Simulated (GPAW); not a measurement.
Crystal: Fe.

```
Fe
1.0
    -1.44300    1.44300    1.44300
     1.44300   -1.44300    1.44300
     1.44300    1.44300   -1.44300
Fe
1
Direct
  0.00000 0.00000 0.00000
```

Base run:

- Program: GPAW 26.7.0
- Functional: PBEsol
- Potentials or basis: PAW data sets generated in the run's folder for this functional
- Cutoff: 600 eV
- Basis: pw
- k mesh: 13 × 13 × 13
- Occupations: fermi-dirac, width 0.05 eV
- Spin: collinear spin, ferromagnetic start
- Starting moments: [3.0] μB
- Hubbard terms: Fe d U = 4 eV

Its results: pressure 9.2 GPa; net moment 2.94 μB per cell; site moments Fe +3.12 μB.

Question: After a change of settings the same cell gave: pressure -5.7 GPa; net moment 2.65 μB per cell; site moments Fe +2.71 μB. Which change was it?
A. hubbard terms from Fe d U = 4 eV to Fe d U = 1 eV
B. hubbard terms from Fe d U = 4 eV to none
C. hubbard terms from Fe d U = 4 eV to Fe d U = 6 eV

Answer: A.

Caveats: the U is typed as a test and isn't derived for this compound.

Runs at the PBE level aren't shown here.
